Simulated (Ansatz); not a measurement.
The cell is the one relaxed in the Materials Project (mp-134), not relaxed further here; entries there can be hypothetical.

An input for Al: DFT, r2SCAN, all-electron PAW with datasets made for the crystal, scalar-relativistic (Ansatz 0.2.0).

Command: `ansatz run input.yaml --threads 1 --pin off --max-ram 2048MiB --backend cpu --events-out ev --progress --plain --runs-dir out` The run took about 12 s on 1 thread of a shared machine.

```yaml
crystal:
  lattice:
    - [0.0, 2.0194648466, 2.0194648466]
    - [2.0194648466, 0.0, 2.0194648466]
    - [2.0194648466, 2.0194648466, 0.0]
  atoms:
    - { symbol: Al, position: [0.0, 0.0, 0.0] }
kpoints:
  mp_grid: { grid: [15, 15, 15] }
  band_path:
    path:
      - [0.0, 0.0, 0.0]
      - [0.5, 0.0, 0.5]
      - [0.625, 0.25, 0.625]
      - [0.375, 0.375, 0.75]
      - [0.0, 0.0, 0.0]
      - [0.5, 0.5, 0.5]
      - [0.5, 0.25, 0.75]
      - [0.5, 0.0, 0.5]
    npoints: 8
scf:
  occupations: { method: fermi_dirac, width: 0.03 }
hamiltonian:
  xc: r2scan
  pseudopotentials: { kind: all_electron, datasets: crystal }
output:
  forces: true
  stress: true
  eigenvalues: true
  efg: { contact_densities: true }
```

Set-up and iterations as logged by Ansatz (the results part is left out, to be predicted):

```
hamiltonian.pseudopotentials.datasets: crystal makes datasets for this crystal and solves the spheres of its atoms anew in each pass: cutoff 140.0 eV, the density's 980.0 eV; for an error of 0.50 meV an atom under PBE, 0.5 meV for the cell; an energy difference from a run of another recipe may be off by several times the error for the cell, under r2SCAN by more, where some 0.1 meV an atom stays at smaller errors; Al in spheres of 1.376 Å, 3 of its electrons in bands
Engine: ansatz 0.2.0
Pseudopotentials: kind: all_electron
Pseudopotential: Al, paw, valence charge 3, recommended cutoff 140 eV (normal), Koelling and Harmon's equation, gaussian nucleus
Functional definition: r2SCAN
  parameter k0 = 0.174
  parameter k1 = 0.065
  parameter a1 = 4.9479
  exchange = r2scan_x(k0 = k0, k1 = k1, a1 = a1)
  correlation = r2scan_c
Crystal: 1 atoms, lattice volume = 16.472 Å³
Basis set: ecut = 140 eV, 59 PW (Γ), exchange–correlation on 45×45×45 points (27 copies of the dense FFT grid, shifted against one another)
Bands: 6, of which v1, the nominal top of the filled ones, is band 2 counted from 1 (1 counted from 0)
Symmetry: 48 space group operations
Space group: Fm-3m (ITA 225), of the structure as read, at distance tolerance 2.5e-5 Å
k-points: 120 of 3375
Non-local potential: Al, projectors of the file, l = 0: 1, l = 1: 1
PAW form: soft (Blöchl's): semilocal exchange-correlation on the pseudo side does not see the compensation charge
PAW one-centre angular grid: Al, 302 points (default); XC on its mesh's 2005 points in the sphere
Initial density: superposition of atomic densities (neutral atoms: chi_scale 0, normalization atom)
Initial wavefunctions: pseudopotential atomic-orbital guess
Functional: x = r2scan, c = r2scan; τ floored in thin density (d = 2e-4 eV/Å³)
iter 1 solved again at ethr=2.38e-3 eV; its pass at ethr=1.00e-1 eV (dr2=7.14e-2 eV) is discarded
SCF iter   1: F=—  HF=-6610.488156 eV  |F-HF|=—  |Δ(HF+E_count)|=         —  Δρ=2.25e-2  dr2=8.00e-2  dr2_τ=1.87e-3  ethr=2.38e-3  ⟨swp⟩=2.6  Hψ=4424  notcnv=0
SCF iter   2: F=—  HF=-6610.521761 eV  |F-HF|=—  |Δ(HF+E_count)|=   3.36e-2  Δρ=1.24e-2  dr2=2.36e-2  dr2_τ=2.53e-6  ethr=2.38e-3  ⟨swp⟩=2.1  Hψ=1462  notcnv=0  defer=2
iter 3 solved again at ethr=2.55e-6 eV; its pass at ethr=7.85e-4 eV (dr2=7.64e-5 eV) is discarded
SCF iter   3: F=—  HF=-6610.546475 eV  |F-HF|=—  |Δ(HF+E_count)|=   2.47e-2  Δρ=6.90e-4  dr2=8.02e-5  dr2_τ=5.33e-7  ethr=2.55e-6  ⟨swp⟩=2.1  Hψ=3653  notcnv=0  defer=1
SCF iter   4: F=—  HF=-6610.546568 eV  |F-HF|=—  |Δ(HF+E_count)|=   9.38e-5  Δρ=2.54e-4  dr2=1.10e-5  dr2_τ=6.69e-10  ethr=2.55e-6  ⟨swp⟩=2.0  Hψ=908  notcnv=0
SCF iter   5: F=-6610.546585 eV  HF=-6610.546585 eV  |F-HF|=2.56e-8  |Δ(HF+E_count)|=   1.67e-5  Δρ=4.53e-6  dr2=1.29e-9  dr2_τ=7.25e-11  ethr=3.66e-7  ⟨swp⟩=2.1  Hψ=918  notcnv=0
```

Task: What pressure will this run report?

Result: -2.82 GPa (positive in compression).

Task: Is there a band gap?

Result: none: with an odd electron count and no spin polarisation the bands can't all be full, a metal in this set-up (spin order or a larger cell could open a gap).
